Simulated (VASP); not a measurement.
PbS, 2 atoms in the cell. The structure is cubic, space group F-43m (No. 216). Conventional cell: a = 6.770 Å, b = 6.770 Å, c = 6.770 Å, α = 90.00°, β = 90.00°, γ = 90.00°. Around Pb (site symmetry -43m) lie 4 S at 2.93 Å. S (site symmetry -43m) is surrounded by 4 Pb at 2.93 Å. The cell was built by a generator and needn't be a form met in nature. The cell isn't the ideal one: hydrostatic strain +2.5%.

```yaml
Program: VASP 6.6.1
Task: single point
Functional: HSE06
Potentials_or_basis: VASP PAW PBE potentials, release 64 (Pb_d, S)
Cutoff: 520 eV
k_mesh: 4 × 4 × 4
Occupations: gaussian, width 0.01 eV
Spin: no spin polarisation
Dipole_correction: no
Exchange_at_q_=_0: truncated
Grid_for_exact_exchange_PRECFOCK: Normal
Screening_parameter: 0.2079 1/A
Further_INCAR_settings: ALGO = Normal; EDIFF = 1e-07; NBANDS = 17
```

Potentials or basis: VASP PAW PBE potentials, release 64 (Pb_d, S).

Command:

```console
$ cat potpaw_PBE.64/Pb_d/POTCAR potpaw_PBE.64/S/POTCAR > POTCAR
$ cp INCAR.step1 INCAR
$ mpirun -np 1 vasp_std > vasp.out
$ cp INCAR.step2 INCAR
$ mpirun -np 1 vasp_std > vasp.out
```

Hardware: 1 thread of Intel(R) Xeon(R) 6975P-C (Granite Rapids) (shared host).

Problem. How long does it take, and how much memory?

Solution. It took 13 min on 1 thread of Intel(R) Xeon(R) 6975P-C (Granite Rapids) (shared host), peak memory 0.31 GiB. Counts: scf iterations 15, k points 8.
